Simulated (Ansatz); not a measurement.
# ZnS (Wurtzite-6H) (P6_3mc) in Ansatz: a series of runs

Aim: see how the results for ZnS (Wurtzite-6H) move with the level of theory and the settings. Levels: LDA, RPBE+D4, r2SCAN+D4. Tasks: relaxation of cell and atoms.

All numbers are computed with Ansatz 0.2.0; they aren't measurements. Logs are shortened: lines on timing, memory, paths and dates and some standing lists are left out, and cuts for length are marked.

## (1) The crystal as given

The structure is hexagonal, space group P6_3mc (No. 186). The conventional cell has a = 3.812 Å, b = 3.812 Å, c = 18.690 Å, α = 90.00°, β = 90.00°, γ = 120.00°. Around Zn (site symmetry 3m) lie 4 S at 2.33 to 2.34 Å. Zn (site symmetry 3m) is surrounded by 4 S at 2.33 to 2.34 Å. Zn (site symmetry 3m) is surrounded by 4 S at 2.33 to 2.34 Å. S (site symmetry 3m) is surrounded by 4 Zn at 2.33 to 2.34 Å. S (site symmetry 3m) is surrounded by 4 Zn at 2.33 to 2.34 Å. S (site symmetry 3m) has 4 Zn at 2.33 to 2.34 Å as nearest neighbours.

## (2) Relaxation of cell and atoms, LDA

The input, input.yaml:

```yaml
crystal:
  lattice:
    - [3.812, 0.0, 0.0]
    - [-1.906, 3.3012888392, 0.0]
    - [0.0, 0.0, 18.68999]
  atoms:
    - { symbol: Zn, position: [0.3333333333, 0.6666666667, 0.83333] }
    - { symbol: Zn, position: [0.6666666667, 0.3333333333, 0.33333] }
    - { symbol: Zn, position: [0.6666666667, 0.3333333333, 0.66667] }
    - { symbol: Zn, position: [0.3333333333, 0.6666666667, 0.16667] }
    - { symbol: Zn, position: [0.0, 0.0, 0.5] }
    - { symbol: Zn, position: [0.0, 0.0, 0.0] }
    - { symbol: S, position: [0.3333333333, 0.6666666667, 0.95833] }
    - { symbol: S, position: [0.6666666667, 0.3333333333, 0.45833] }
    - { symbol: S, position: [0.6666666667, 0.3333333333, 0.79167] }
    - { symbol: S, position: [0.3333333333, 0.6666666667, 0.29167] }
    - { symbol: S, position: [0.0, 0.0, 0.625] }
    - { symbol: S, position: [0.0, 0.0, 0.125] }
hamiltonian:
  xc: lda
  pseudopotentials: { kind: paw }
kpoints:
  mp_grid: { grid: [8, 8, 2] }
scf:
  occupations: { method: fermi_dirac, width: 0.05 }
output:
  forces: true
  stress: true
relax:
  f_tol: 0.01
  max_steps: 40
  cell: { stress_tol: 0.05 }
```

Potentials or basis: Ansatz PAW.

The run is started by

```
$ ansatz run input.yaml --threads 2 --pin off --max-ram 5120MiB --backend cpu --events-out ev --progress --plain --runs-dir out
```

The log of the run:

```text
Warning: RAYON_NUM_THREADS=2 ignored (pool sized by the plan → 2); use --threads N
Engine: ansatz 0.2.0, aarch64-unknown-linux-gnu
Pseudopotentials: kind: paw
Pseudopotential: Zn, paw, valence charge 12, recommended cutoff 420 eV (normal), Zn.paw.azcp
Pseudopotential: S, paw, valence charge 6, recommended cutoff 420 eV (normal), S.paw.azcp
Functional definition: SPW92
  exchange = slater_x
  correlation = pw_c
Crystal: 12 atoms, lattice volume = 235.204 Å³
Basis set: ecut = 420 eV, 4611 PW (Γ)
Bands: 66, of which v1, the nominal top of the filled ones, is band 54 counted from 1 (53 counted from 0)
Symmetry: 12 space group operations
Space group: P63mc (ITA 186), of the structure as read, at distance tolerance 6.2e-5 Å
k-points: 20 of 128
Non-local potential: Zn, projectors of the file, l = 0: 2, l = 1: 2, l = 2: 3, l = 3: 1
Non-local potential: S, projectors of the file, l = 0: 2, l = 1: 2, l = 2: 2
PAW form: soft (Blöchl's): semilocal exchange-correlation on the pseudo side does not see the compensation charge
PAW frozen core: Zn, regenerated for the run's functional, and the local potential with it (the file was generated under x = pbe(κ = 0.804, μ = 0.2195149727645171), c = pbe(β = 0.06672455060314922))
PAW frozen core: S, regenerated for the run's functional, and the local potential with it (the file was generated under x = pbe(κ = 0.804, μ = 0.2195149727645171), c = pbe(β = 0.06672455060314922))
PAW one-centre angular grid: Zn, 590 points (default); XC on 64 Gauss nodes
PAW one-centre angular grid: S, 110 points (default); XC on 64 Gauss nodes
Initial density: superposition of atomic densities (neutral atoms: chi_scale 0, normalization atom), corrected by the library's trained network
Initial wavefunctions: pseudopotential atomic-orbital guess
Functional: x = slater, c = lda
SCF iter   1: F=—  HF=-24704.494823 eV  |F-HF|=—  |Δ(HF+E_count)|=         —  Δρ=7.12e-3  dr2=1.16e-1  ethr=1.77e-3  ⟨swp⟩=10.4  Hψ=6018  notcnv=0  defer=3
preconditioner: auto → Resta (q_TF=auto, 2.396 Å⁻¹)  ε∞=6.7  [insulator: Δε(μ)=1.839 eV  Ē_g=10.568 eV  σ=0.050 eV  W_gap=1.00  n_scr=68 (ndim 8)  ℏωp=25.2 eV  f_vac=0.030  D(μ)=0.00/eV (n_scr^D=0)  ε∞_Penn≈6.7]
SCF iter   2: F=—  HF=-24704.467670 eV  |F-HF|=—  |Δ(HF+E_count)|=   2.72e-2  Δρ=3.30e-3  dr2=2.92e-2  ethr=1.07e-4  ⟨swp⟩=2.2  Hψ=2567  notcnv=0  defer=22
SCF iter   3: F=—  HF=-24704.461435 eV  |F-HF|=—  |Δ(HF+E_count)|=   6.23e-3  Δρ=2.10e-3  dr2=5.49e-3  ethr=2.71e-5  ⟨swp⟩=2.0  Hψ=2302  notcnv=0  defer=22
SCF iter   4: F=—  HF=-24704.458496 eV  |F-HF|=—  |Δ(HF+E_count)|=   2.94e-3  Δρ=4.72e-4  dr2=4.08e-4  ethr=5.09e-6  ⟨swp⟩=2.0  Hψ=2158  notcnv=0  defer=22
SCF iter   5: F=—  HF=-24704.458477 eV  |F-HF|=—  |Δ(HF+E_count)|=   1.88e-5  Δρ=9.51e-5  dr2=3.59e-5  ethr=3.78e-7  ⟨swp⟩=3.0  Hψ=2328  notcnv=0  defer=22
SCF iter   6: F=—  HF=-24704.458451 eV  |F-HF|=—  |Δ(HF+E_count)|=   2.63e-5  Δρ=4.01e-5  dr2=3.56e-6  ethr=3.32e-8  ⟨swp⟩=3.0  Hψ=2313  notcnv=0  defer=22
SCF iter   7: F=—  HF=-24704.458452 eV  |F-HF|=—  |Δ(HF+E_count)|=   1.01e-6  Δρ=8.13e-6  dr2=1.17e-7  ethr=3.30e-9  ⟨swp⟩=3.0  Hψ=2473  notcnv=0  defer=22
SCF iter   8: F=—  HF=-24704.458452 eV  |F-HF|=—  |Δ(HF+E_count)|=   6.61e-8  Δρ=9.59e-6  dr2=1.24e-7  ethr=9.26e-11  ⟨swp⟩=4.3  Hψ=4684  notcnv=0
SCF iter   9: F=-24704.458452 eV  HF=-24704.458452 eV  |F-HF|=1.35e-10  |Δ(HF+E_count)|=   7.37e-8  Δρ=6.90e-7  dr2=1.48e-9  ethr=9.26e-11  ⟨swp⟩=2.2  Hψ=4743  notcnv=0
SCF 1 converged in 9 iterations: F = -24704.458452 eV  dr2 = 1.48e-9
relax step   1: F+E_penalty+E_count = -24704.45845183 eV  Δ(F+E_penalty+E_count) = +0.000e0 eV  max|allowed force component| = 2.759e-2 eV/Å  Δτ_max = 0.0000 Å  P = -4.108 GPa  Ω = 235.204 Å³  (9 SCF iters, dr2 threshold 1.00e-7 eV, accepted)
Crystal: 12 atoms, lattice volume = 227.529 Å³
Basis set: ecut = 420 eV, 4477 PW (Γ)
Initial density: handed on by an earlier stage of this run
Initial wavefunctions: those handed on with the density
[... 45 lines left out ...]
SCF converged after 6 iterations
Free energy (F): -24704.624080 eV
Harris-Foulkes:  -24704.624080 eV  (|F-HF|=3.27e-11)
Internal energy: -24704.624080 eV  (E = F + TS)
E sigma→0 (E₀):  -24704.624080 eV
Fermi energy:    7.431441 eV
--- Per-component energies (eV) ---
  E_band       = 53.046716
  E_kinetic    = 1441.608233
  E_local      = -12044.662674  (includes V_loc(G=0)·N_el)
  E_nonlocal   = 3875.667293
  E_hartree    = 5025.679600
  E_xc         = -1395.625999
  E_vxc        = -853.934047  (∫ρ·V_xc dr)
  E_paw        = -13948.229071  (= ΣΔE_a)
  E_vpaw       = -2416.989446  (= ΣTr[D̂ρ^β])
  E_aug_tail   = -0.002208  (compensation charges beyond the density's cutoff)
  E_ewald      = -7669.321286
  E_core_change = 10.262033  (= ΣΔE_core)
  E_smearing   = -0.000000  (= −TS)
  E_closure    = -0.000000  (closes the sum)
  Σ components = -24704.624080   (vs F -24704.624080, Δ=0.00e0)
--- Forces (eV/Å), atoms counted from 1 ---
  atom   1  Zn     0.00000000    -0.00000000    -0.00045883
  atom   2  Zn     0.00000000     0.00000000    -0.00045883
  atom   3  Zn    -0.00000000    -0.00000000    -0.00110548
  atom   4  Zn     0.00000000     0.00000000    -0.00110548
  atom   5  Zn    -0.00000000     0.00000000    -0.00045347
  atom   6  Zn     0.00000000    -0.00000000    -0.00045347
  atom   7  S      0.00000000     0.00000000    -0.00023421
  atom   8  S      0.00000000    -0.00000000    -0.00023421
  atom   9  S     -0.00000000     0.00000000     0.00117515
  atom  10  S      0.00000000    -0.00000000     0.00117515
  atom  11  S      0.00000000     0.00000000     0.00107680
  atom  12  S      0.00000000    -0.00000000     0.00107680
  max |Σ_I F_I| component: 9.26e-8 eV/Å
--- Stress (GPa, compression-positive) ---
        0.000037       0.000000       0.000000
        0.000000       0.000037      -0.000000
        0.000000      -0.000000       0.001307
  P = ⅓ Tr σ = 0.0005 GPa (0.005 kbar)
--- Relaxed structure (4 steps of the walk, 4 accepted, 1 SCFs on fresh bases) ---
  F+E_penalty+E_count = -24704.62408036 eV   max|allowed force component| = 1.175e-3 eV/Å   (the final SCF, on the basis selected at the relaxed cell)
  cell:  # Å, volume = 222.9226 Å³
    - [3.7428328393646764, -7.929034186300551e-35, 1.5858068372601103e-34]
    - [-1.8714164196823382, 3.241388321008451, -2.1662524251923654e-34]
    - [-1.555021717231955e-33, 1.9437771465399437e-34, 18.37479859039166]
  atoms:
    - { symbol: Zn, position: [0.3333333333333332, 0.6666666666666664, 0.8333004287768887] }
    - { symbol: Zn, position: [0.6666666666666665, 0.3333333333333332, 0.3333004287768887] }
    - { symbol: Zn, position: [0.6666666666666665, 0.3333333333333332, 0.6668810678135202] }
    - { symbol: Zn, position: [0.3333333333333332, 0.6666666666666664, 0.1668810678135202] }
    - { symbol: Zn, position: [3.5245485371502e-33, -1.655563996083606e-33, 0.5000261412323919] }
    - { symbol: Zn, position: [-3.464528541038104e-33, 1.611404819386405e-33, 2.6141232391751942e-5] }
    - { symbol: S, position: [0.3333333333333332, 0.6666666666666664, 0.9580886884227576] }
    - { symbol: S, position: [0.6666666666666665, 0.3333333333333332, 0.4580886884227576] }
    - { symbol: S, position: [0.6666666666666665, 0.3333333333333332, 0.7916168625439608] }
    - { symbol: S, position: [0.3333333333333332, 0.6666666666666664, 0.2916168625439608] }
    - { symbol: S, position: [-1.2003139128392713e-33, -2.550091171748014e-33, 0.6250868112104812] }
    - { symbol: S, position: [1.1957032089912434e-33, 2.4524548269404402e-33, 0.12508681121048118] }
```

It took 64 s on 2 threads of Arm Neoverse V1, shared host; peak memory 0.57 GiB.

Results:

```
Free energy                            : -24704.6241 eV
Relaxed volume                         : 18.58 Å³/atom
Relaxed cell                           : a = 3.743 Å, b = 3.743 Å, c = 18.375 Å, α = 90.00°, β = 90.00°, γ = 120.00°
Space group after relaxing (to 0.05 Å) : P6_3mc (No. 186)
Energy gained by relaxing              : 13.8 meV/atom
Ionic steps                            : 5
Pressure after relaxing                : 0.0 GPa
Band gap on the k mesh                 : 2.15 eV
```

Step by step:
```csv
step,energy change (eV),largest force (eV/Å),volume (Å³)
1,0.0000,0.0276,235.20
2,-0.1432,0.0107,227.53
3,-0.1692,0.0039,222.48
4,-0.1693,0.0012,222.92
5,-0.1656,0.0012,222.92
```

Final structure:
```
Zn S
1.0
     3.74283    0.00000    0.00000
    -1.87142    3.24139    0.00000
     0.00000    0.00000   18.37480
Zn S
6 6
Cartesian
  0.0000 2.1609 15.3117
  1.8714 1.0805 6.1243
  1.8714 1.0805 12.2538
  0.0000 2.1609 3.0664
  0.0000 0.0000 9.1879
  0.0000 0.0000 0.0005
  0.0000 2.1609 17.6047
  1.8714 1.0805 8.4173
  1.8714 1.0805 14.5458
  0.0000 2.1609 5.3584
  0.0000 0.0000 11.4858
  0.0000 0.0000 2.2984
```

Caveat: the plane-wave basis is chosen anew once the cell has moved, so the energies of steps on either side of that aren't comparable; the PAW data sets come from PBE, with cores solved anew for the run's functional, which leaves a small shift of forces and pressure. A k mesh can miss the band edges.

## (3) Relaxation of cell and atoms, RPBE+D4

input.yaml: that of step 2 with these lines changed.

```diff
@@ -19,4 +19,5 @@
 hamiltonian:
-  xc: lda
+  xc: rpbe
   pseudopotentials: { kind: paw }
+  dispersion: d4
 kpoints:
```

Potentials or basis: Ansatz PAW.

The run is started by

```
$ ansatz run input.yaml --threads 2 --pin off --max-ram 5120MiB --backend cpu --events-out ev --progress --plain --runs-dir out
```

Wall time 52 s (2 threads of Arm Neoverse V1, shared host); peak memory 0.6 GiB.

Results (log left out):

- Free energy: -25396.8090 eV
- Relaxed volume: 19.27 Å³/atom
- Relaxed cell: a = 3.789 Å, b = 3.789 Å, c = 18.594 Å, α = 90.00°, β = 90.00°, γ = 120.00°
- Space group after relaxing (to 0.05 Å): P6_3mc (No. 186)
- Energy gained by relaxing: 1.3 meV/atom
- Ionic steps: 4
- Pressure after relaxing: 0.0 GPa
- Band gap on the k mesh: 2.41 eV

The path:
| step | energy change (eV) | largest force (eV/Å) | volume (Å³) |
| --- | --- | --- | --- |
| 1 | 0.0000 | 0.0290 | 235.20 |
| 2 | -0.0137 | 0.0108 | 232.93 |
| 3 | -0.0173 | 0.0018 | 231.25 |
| 4 | -0.0152 | 0.0018 | 231.25 |

Final structure:
```
Zn S
1.0
     3.78949    0.00000    0.00000
    -1.89475    3.28180    0.00000
     0.00000    0.00000   18.59430
Zn S
6 6
Direct
  0.33333 0.66667 0.83327
  0.66667 0.33333 0.33327
  0.66667 0.33333 0.66682
  0.33333 0.66667 0.16682
  0.00000 0.00000 0.50005
  0.00000 0.00000 0.00005
  0.33333 0.66667 0.95812
  0.66667 0.33333 0.45812
  0.66667 0.33333 0.79164
  0.33333 0.66667 0.29164
  0.00000 0.00000 0.62511
  0.00000 0.00000 0.12511
```

Caveat: the plane-wave basis is chosen anew once the cell has moved, so the energies of steps on either side of that aren't comparable; the PAW data sets come from PBE, with cores solved anew for the run's functional, which leaves a small shift of forces and pressure. A k mesh can miss the band edges.

## (4) Relaxation of cell and atoms, r2SCAN+D4

input.yaml: that of step 3 with these lines changed.

```diff
@@ -19,3 +19,3 @@
 hamiltonian:
-  xc: rpbe
+  xc: r2scan
   pseudopotentials: { kind: paw }
```

The run is started by

```
$ ansatz run input.yaml --threads 2 --pin off --max-ram 5120MiB --backend cpu --events-out ev --progress --plain --runs-dir out
```

Run time: 1.8 min. Hardware: 2 threads of Arm Neoverse V1, shared host; peak memory 1 GiB.

Results (log left out):

* Free energy: -25402.0931 eV
* Relaxed volume: 19.35 Å³/atom
* Relaxed cell: a = 3.795 Å, b = 3.795 Å, c = 18.621 Å, α = 90.00°, β = 90.00°, γ = 120.00°
* Space group after relaxing (to 0.05 Å): P6_3mc (No. 186)
* Energy gained by relaxing: 0.8 meV/atom
* Ionic steps: 4
* Pressure after relaxing: 0.0 GPa
* Band gap on the k mesh: 2.78 eV

The path:
| step | energy change (eV) | largest force (eV/Å) | volume (Å³) |
| --- | --- | --- | --- |
| 1 | 0.0000 | 0.0305 | 235.20 |
| 2 | -0.0088 | 0.0086 | 233.31 |
| 3 | -0.0104 | 0.0015 | 232.19 |
| 4 | -0.0097 | 0.0015 | 232.19 |

Final structure:
```cif
data_structure
_symmetry_space_group_name_H-M 'P 1'
_symmetry_Int_Tables_number 1
_cell_length_a 3.7946
_cell_length_b 3.7946
_cell_length_c 18.6206
_cell_angle_alpha 90.000
_cell_angle_beta 90.000
_cell_angle_gamma 120.000
_cell_volume 232.19
loop_
_atom_site_label
_atom_site_type_symbol
_atom_site_fract_x
_atom_site_fract_y
_atom_site_fract_z
_atom_site_occupancy
Zn1 Zn 0.33333 0.66667 0.83328 1
Zn2 Zn 0.66667 0.33333 0.33328 1
Zn3 Zn 0.66667 0.33333 0.66682 1
Zn4 Zn 0.33333 0.66667 0.16682 1
Zn5 Zn 0.00000 0.00000 0.50004 1
Zn6 Zn 0.00000 0.00000 0.00004 1
S1 S 0.33333 0.66667 0.95813 1
S2 S 0.66667 0.33333 0.45813 1
S3 S 0.66667 0.33333 0.79164 1
S4 S 0.33333 0.66667 0.29164 1
S5 S 0.00000 0.00000 0.62510 1
S6 S 0.00000 0.00000 0.12510 1
```

Caveat: the plane-wave basis is chosen anew once the cell has moved, so the energies of steps on either side of that aren't comparable; the PAW data sets come from PBE, with cores solved anew for the run's functional, which leaves a small shift of forces and pressure.

## (5) The runs side by side

```csv
level,cutoff (eV),gap on the mesh (eV),pressure (GPa),relaxed volume (Å³/atom)
LDA,420,2.15,0.0,18.58
RPBE+D4,420,2.41,0.0,19.27
r2SCAN+D4,500,2.78,0.0,19.35
```

Alike in all rows: task relaxation of cell and atoms; potentials or basis Ansatz PAW; no spin polarisation; cell relaxed; k mesh 8 × 8 × 2; smearing fermi-dirac 0.05 eV.

Caveats: the plane-wave basis is chosen anew once the cell has moved, so the energies of steps on either side of that aren't comparable; the PAW data sets come from PBE, with cores solved anew for the run's functional, which leaves a small shift of forces and pressure.

Absolute energies hang on the potentials; compare differences alone.
